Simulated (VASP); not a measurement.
# LiH (Fm-3m) in VASP: further runs, part 2 of 2

VASP 6.6.1. Earlier steps stand in the parts before.

## Step 3: Optical spectrum, PBE

INCAR

```
PREC     = Accurate       # precision mode
ENCUT    = 520            # plane-wave cutoff, eV
EDIFF    = 1E-6           # SCF threshold, eV
ISMEAR   = 0              # smearing method
SIGMA    = 0.03           # smearing width, eV
LREAL    = F              # projectors in reciprocal space
LASPH    = T              # aspherical terms in the spheres
NELM     = 80             # most SCF steps
ALGO     = Normal         # electronic algorithm
ISIF     = 2              # what is computed and relaxed
LWAVE    = F              # write WAVECAR
LCHARG   = F              # write CHGCAR
GGA      = PE             # functional
LOPTICS  = T              # frequency-dependent dielectric function
NBANDS   = 34             # bands
NEDOS    = 2000           # points of the DOS
CSHIFT   = 0.1
```

KPOINTS

```
Automatic mesh
0
Gamma
  12 12 12
```

POSCAR

```
LiH                                     
1.0
    0.0000000000      1.9860246740      1.9860246740
    1.9860246740      0.0000000000      1.9860246740
    1.9860246740      1.9860246740      0.0000000000
  Li              H             
     1     1
Direct
     0.0000000000000000    0.0000000000000000    0.0000000000000000
     0.5000000000000000    0.5000000000000000    0.5000000000000000
```

Potentials or basis: VASP PAW PBE potentials, release 64 (Li_sv, H).

Started as:

```console
> cat potpaw_PBE.64/Li_sv/POTCAR potpaw_PBE.64/H/POTCAR > POTCAR
> mpirun -np 1 vasp_std > vasp.out
```

OUTCAR:

```text
PREC = Accurate
   ENCUT = 520
   EDIFF = 1E-6
   ISMEAR = 0
   LREAL = F
   LASPH = T
   NELM = 80
   ISIF = 2
   GGA = PE

 ion  position               nearest neighbor table
   1  0.000  0.000  0.000-
   2  0.500  0.500  0.500-

  LATTYP: Found a face centered cubic cell.
 ALAT       =     3.9720493480

  Lattice vectors:

 A1 = (   0.0000000000,   1.9860246740,   1.9860246740)
 A2 = (   1.9860246740,   0.0000000000,   1.9860246740)
 A3 = (   1.9860246740,   1.9860246740,   0.0000000000)

Analysis of symmetry for initial positions (statically):
=====================================================================
 Subroutine PRICEL returns:
 Original cell was already a primitive cell.

 Routine SETGRP: Setting up the symmetry group for a
 face centered cubic supercell.

 Subroutine GETGRP returns: Found 48 space group operations
 (whereof 48 operations were pure point group operations)
 out of a pool of 48 trial point group operations.

The static configuration has the point symmetry O_h .

Analysis of symmetry for dynamics (positions and initial velocities):
=====================================================================
 Subroutine PRICEL returns:
 Original cell was already a primitive cell.

 Routine SETGRP: Setting up the symmetry group for a
 face centered cubic supercell.
[... 597 lines left out ...]
 -----------------------------------------------------------------------------------
    total drift:                                0.000000     -0.000000     -0.000000

  FREE ENERGIE OF THE ION-ELECTRON SYSTEM (eV)
  ---------------------------------------------------
  free  energy   TOTEN  =        -6.1257942215 eV

  energy  without entropy=       -6.1257942215  energy(sigma->0) =       -6.12579422

 electrical conductivity sigma (Mega S m-1) (frequency dependency in vasprun.xml)
  --------------------------------------------------------------------------------------
       0.000      -0.000       0.000
      -0.000       0.000       0.000
       0.000       0.000       0.000

  frequency dependent IMAGINARY DIELECTRIC FUNCTION (independent particle, no local field effects) density-density
     E(ev)      X         Y         Z        XY        YZ        ZX
  --------------------------------------------------------------------------------------------------------------
     0.00000     0.00000     0.00000     0.00000     0.00000     0.00000     0.00000
     1.67950     0.06515     0.06515     0.06515    -0.00000     0.00000    -0.00000
     3.35900     3.16102     3.16102     3.16102    -0.00000     0.00000     0.00000
     5.03850     3.67949     3.67949     3.67949    -0.00000    -0.00000    -0.00000
     6.71799     3.57753     3.57753     3.57753    -0.00000     0.00000    -0.00000
     8.39749     5.63581     5.63581     5.63581     0.00000    -0.00000    -0.00000
[... 92 lines left out ...]
   164.59087     0.00002     0.00002     0.00002     0.00000     0.00000    -0.00000
   166.27037     0.00002     0.00002     0.00002     0.00000     0.00000    -0.00000

  frequency dependent      REAL DIELECTRIC FUNCTION (independent particle, no local field effects) density-density
     E(ev)        X           Y           Z          XY          YZ          ZX
  --------------------------------------------------------------------------------------------------------------
     0.00000     4.48460     4.48460     4.48460     0.00000     0.00000    -0.00000
     1.67950     4.93094     4.93094     4.93094     0.00000     0.00000    -0.00000
     3.35900     4.66870     4.66870     4.66870     0.00000     0.00000    -0.00000
     5.03850     3.94132     3.94132     3.94132    -0.00000     0.00000    -0.00000
     6.71799     2.75849     2.75849     2.75849     0.00000     0.00000    -0.00000
     8.39749    -0.19933    -0.19933    -0.19933     0.00000    -0.00000     0.00000
[... 92 lines left out ...]
   164.59087     0.98593     0.98593     0.98593    -0.00000    -0.00000     0.00000
   166.27037     0.98630     0.98630     0.98630    -0.00000    -0.00000     0.00000

  frequency dependent IMAGINARY DIELECTRIC FUNCTION (independent particle, no local field effects) current-current
     E(ev)      X         Y         Z        XY        YZ        ZX
  --------------------------------------------------------------------------------------------------------------
     0.00000     8.29955     8.29955     8.29955     0.00000     0.00000    -0.00000
     1.67950     0.53309     0.53309     0.53309     0.00000     0.00000    -0.00000
     3.35900     3.37787     3.37787     3.37787     0.00000     0.00000    -0.00000
     5.03850     3.80640     3.80640     3.80640     0.00000     0.00000    -0.00000
     6.71799     3.62940     3.62940     3.62940     0.00000     0.00000    -0.00000
     8.39749     5.60358     5.60358     5.60358    -0.00000    -0.00000    -0.00000
[... 92 lines left out ...]
   164.59087     0.00000     0.00000     0.00000     0.00000    -0.00000     0.00000
   166.27037     0.00000     0.00000     0.00000     0.00000    -0.00000     0.00000

  frequency dependent      REAL DIELECTRIC FUNCTION (independent particle, no local field effects) current-current
     E(ev)        X           Y           Z          XY          YZ          ZX
  --------------------------------------------------------------------------------------------------------------
     0.00000     4.47858     4.47858     4.47858     0.00000     0.00000    -0.00000
     1.67950     4.92157     4.92157     4.92157     0.00000     0.00000    -0.00000
     3.35900     4.46800     4.46800     4.46800     0.00000     0.00000    -0.00000
     5.03850     3.78824     3.78824     3.78824     0.00000    -0.00000    -0.00000
     6.71799     2.65174     2.65174     2.65174     0.00000    -0.00000    -0.00000
     8.39749    -0.33393    -0.33393    -0.33393    -0.00000    -0.00000    -0.00000
[... 92 lines left out ...]
   164.59087     0.98594     0.98594     0.98594    -0.00000    -0.00000     0.00000
   166.27037     0.98630     0.98630     0.98630    -0.00000    -0.00000     0.00000
```

stdout:

```text
POSCAR found type information on POSCAR LiH
 POSCAR found :  2 types and       2 ions
 scaLAPACK will be used
 LDA part: xc-table for (Slater+PW92), standard interpolation
 POSCAR, INCAR and KPOINTS ok, starting setup
 FFT: planning ... GRIDC
 FFT: planning ... GRID_SOFT
 FFT: planning ... GRID
 WAVECAR not read
 entering main loop
 optical routines
 imaginary and real dielectric function
 recalculating local potential from charge density
 direction            1
 direction            2
 direction            3
```

It took 16 s on 1 thread of Intel Xeon Platinum 8488C (Sapphire Rapids), shared host; peak memory 0.15 GiB.

Results:

```
Free energy            : -6.1258 eV
Band gap on the k mesh : 2.96 eV, direct
```

Dielectric function (mean over the directions given):
| energy (eV) | real part | imaginary part |
| --- | --- | --- |
| 0.25 | 4.49 | 0.01 |
| 0.76 | 4.56 | 0.02 |
| 1.26 | 4.71 | 0.04 |
| 1.76 | 4.99 | 0.07 |
| 2.27 | 5.49 | 0.14 |
| 2.77 | 6.77 | 0.62 |
| 3.27 | 6.27 | 4.61 |
| 3.78 | 5.53 | 3.13 |
| 4.28 | 5.64 | 4.08 |
| 4.79 | 2.38 | 3.76 |
| 5.29 | 5.13 | 4.20 |
| 5.79 | 4.68 | 3.15 |
| 6.30 | 1.28 | 8.01 |
| 6.80 | 3.38 | 4.74 |
| 7.31 | 3.44 | 7.33 |
| 7.81 | -2.32 | 4.62 |
| 8.31 | 0.97 | 4.59 |
| 8.82 | -2.12 | 3.11 |
| 9.32 | -1.50 | 1.71 |
| 9.83 | -1.11 | 1.35 |
| 10.33 | -0.35 | 1.19 |
| 10.83 | -0.75 | 1.57 |
| 11.34 | -0.62 | 0.82 |
| 11.84 | -0.12 | 0.75 |
| 12.34 | 0.04 | 0.64 |
| 12.85 | -0.31 | 1.16 |
| 13.35 | -0.31 | 0.62 |
| 13.86 | 0.10 | 0.59 |
| 14.36 | -0.18 | 0.47 |
| 14.86 | 0.18 | 0.39 |
| 15.37 | 0.14 | 0.53 |
| 15.87 | 0.15 | 0.24 |
| 16.38 | 0.19 | 0.23 |
| 16.88 | 0.27 | 0.15 |
| 17.38 | 0.35 | 0.20 |
| 17.89 | 0.40 | 0.16 |
| 18.39 | 0.39 | 0.19 |
| 18.89 | 0.40 | 0.15 |
| 19.40 | 0.50 | 0.12 |
| 19.99 | 0.49 | 0.12 |

Caveat: spectra need much finer meshes, so this one isn't converged; independent-particle spectra lack excitons.
